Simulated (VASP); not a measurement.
Here is a VASP 6.6.1 calculation.

Contents of INCAR:

```
ALGO     = Fast           # electronic algorithm
EDIFF    = 1E-6           # SCF threshold, eV
ENCUT    = 520            # plane-wave cutoff, eV
GGA      = PE             # functional
ISIF     = 2              # what is computed and relaxed
ISMEAR   = -1             # smearing method
LASPH    = True           # aspherical terms in the spheres
LCHARG   = True           # write CHGCAR
LELF     = True           # ELF
LREAL    = False          # projectors in reciprocal space
LVHAR    = True         
LWAVE    = False          # write WAVECAR
NBANDS   = 26             # bands
NELM     = 100            # most SCF steps
PREC     = Accurate       # precision mode
SIGMA    = 0.02           # smearing width, eV
```

The input KPOINTS:

```
k-points
0
Gamma
  6 6 4
```

File POSCAR:

```
CdS
1.0
    4.4085296658     -0.0678913569      0.0000000000
   -2.2630604726      3.8518443624      0.0000000000
    0.0000000000      0.0000000000      5.7481181665
Cd S
2 2
Direct
    0.3346351485      0.6665815758      0.2500000000
    0.6653648515      0.3334184242      0.7500000000
    0.6596241547      0.3329732743      0.2500000000
    0.3403758453      0.6670267257      0.7500000000
```

Potentials or basis: VASP PAW PBE potentials, release 64 (Cd, S).

The run is started by

```sh
$ cat potpaw_PBE.64/Cd/POTCAR potpaw_PBE.64/S/POTCAR > POTCAR
$ mpirun -np 1 vasp_std > vasp.out
```

Task: Estimate the band gap on the k mesh.

Result: 0.98 eV, indirect (least direct gap 1.21 eV).

Task: Predict the pressure.

Result: 1.8 GPa.

Stress tensor (GPa, compression positive):
```
1.81 0.38 0.00
0.38 1.85 0.00
0.00 0.00 1.68
```

A k mesh can miss the band edges.
